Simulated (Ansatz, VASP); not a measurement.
## SnO2 in VASP and in Ansatz

File INCAR:

```
SYSTEM = SnO2
ALGO = Fast
EDIFF = 1E-6
ENCUT = 520
GGA = PE
ISIF = 2
ISMEAR = -1
LASPH = .True.
LCHARG = .False.
LREAL = .False.
LWAVE = .False.
NBANDS = 35
NELM = 100
PREC = Accurate
SIGMA = 0.0123
```

Contents of KPOINTS:

```
k-points
0
Gamma
  6 6 8
  0 0 0
```

The input POSCAR:

```
SnO2
1.0
    4.7398960200      0.0000000000      0.0000000000
    0.0000000000      4.7398960200      0.0000000000
    0.0000000000      0.0000000000      3.1901440900
Sn O
2 4
Direct
    0.0000000000      0.0000000000      0.0000000000
    0.5000000000      0.5000000000      0.5000000000
    0.3053000000      0.3053000000      0.0000000000
    0.1947000000      0.8053000000      0.5000000000
    0.6947000000      0.6947000000      0.0000000000
    0.8053000000      0.1947000000      0.5000000000
```

Input for Ansatz:

```yaml
crystal:
  lattice:
    - [4.73989602, 0.0, 0.0]
    - [0.0, 4.73989602, 0.0]
    - [0.0, 0.0, 3.19014409]
  atoms:
    - { symbol: Sn, position: [0.0, 0.0, 0.0] }
    - { symbol: Sn, position: [0.5, 0.5, 0.5] }
    - { symbol: O, position: [0.3053, 0.3053, 0.0] }
    - { symbol: O, position: [0.1947, 0.8053, 0.5] }
    - { symbol: O, position: [0.6947, 0.6947, 0.0] }
    - { symbol: O, position: [0.8053, 0.1947, 0.5] }
  symmetry: { tolerance: 0.0003 }
kpoints:
  mp_grid: { grid: [6, 6, 8], shift: [0, 0, 0] }
  band_path:
    path:
      - [0.0, 0.0, 0.0]
      - [0.0, 0.5, 0.0]
      - [0.5, 0.5, 0.0]
      - [0.0, 0.0, 0.0]
      - [0.0, 0.0, 0.5]
      - [0.0, 0.5, 0.5]
      - [0.5, 0.5, 0.5]
      - [0.0, 0.0, 0.5]
      - [0.0, 0.5, 0.0]
      - [0.0, 0.5, 0.5]
      - [0.5, 0.5, 0.0]
    npoints: 6
magnetization:
  spin_polarized: false
scf:
  occupations: { method: fermi_dirac, width: 0.0123 }
  lower_state_search: "off"
  max_iter: 200
hamiltonian:
  pseudopotentials: { kind: paw }
  xc: pbe
basis:
  ecutwfc: 420
  fft_grid_basis: typed
output:
  forces: true
  stress: true
  eigenvalues: true
  bader: true
  populations: true
  elf: true
  write_potential: true
  volumetric_format: npy
  dos:
    e_range: [-12, 8]
    de: 0.05
    projected: { site_lists: { O: [O], Sn: [Sn] } }
checkpoint:
  read: saved_state
```

Alike in both runs: task single point; functional PBE; k mesh 6 × 6 × 8; occupations fermi-dirac, width 0.0123 eV; no spin polarisation.

|  | VASP | Ansatz |
| --- | --- | --- |
| version | VASP 6.6.1 | Ansatz 0.2.0 |
| potentials or method | VASP PAW PBE potentials, release 64 (Sn_d, O) | PAW plane waves |
| plane-wave cutoff (eV) | 520 | 420 |
| valence electrons in the cell | 52 | 52 |

|  | VASP | Ansatz | Ansatz less VASP |
| --- | --- | --- | --- |
| gap on the k mesh at the Fermi level (eV) | 1.21 | 1.22 | +0.009 |
| pressure (GPa) | 10.8 | 10.2 | -0.59 |
| largest component of the traceless stress (GPa) | 1.47 | 1.26 | -0.207 |
| rms of the force components (eV/Å) | 0.005 | 0.012 | +0.0072 |

Atom by atom the forces differ by 0.007 eV/Å (rms over components).

Caveats: spin-orbit coupling is left out, which moves the levels of the heavy elements.
